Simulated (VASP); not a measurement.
Runs of VASP 6.6.1 on Mo. The structure is cubic, space group Im-3m (No. 229). The conventional cell has a = 3.168 Å, b = 3.168 Å, c = 3.168 Å, α = 90.00°, β = 90.00°, γ = 90.00°. Mo (site symmetry m-3m) is surrounded by 8 Mo at 2.74 Å. 

| level | cell | target pressure | gap on the mesh (eV) | pressure (GPa) | relaxed volume (Å³/atom) |
| --- | --- | --- | --- | --- | --- |
| revPBE+D2 | relaxed | - | none | 0.0 | (a) |
| revPBE+D3 | relaxed | - | none | -0.1 | 15.17 |
| PBE | relaxed to 5 GPa | 5 GPa | none | 5.0 | - |
| revPBE+D3(BJ) | relaxed | - | none | -0.1 | 15.12 |
| PBE | relaxed to 20 GPa | 20 GPa | none | 20.0 | - |

Alike in all rows: task relaxation of cell and atoms; potentials or basis VASP PAW PBE potentials, release 64 (Mo_sv); no spin polarisation; k mesh 12 × 12 × 12; cutoff (eV) 600; smearing fermi-dirac 0.05 eV.

Problem. Estimate the missing entries.

Solution. (a) 15.82.

Caveats: the PAW data sets were made with another functional, which shifts forces and pressure a little (some runs); pairwise dispersion overbinds metals, which lowers pressure and volume (some runs); the cell is relaxed towards a set pressure, so the enthalpy falls and the energy may rise (some runs); atom-pairwise D2, TS and ULG terms overbind metals (some runs).

A k mesh can miss the band edges, and the runs leave out spin-orbit coupling on Mo.

A gap of «none» marks a metal or a gap under the smearing width.
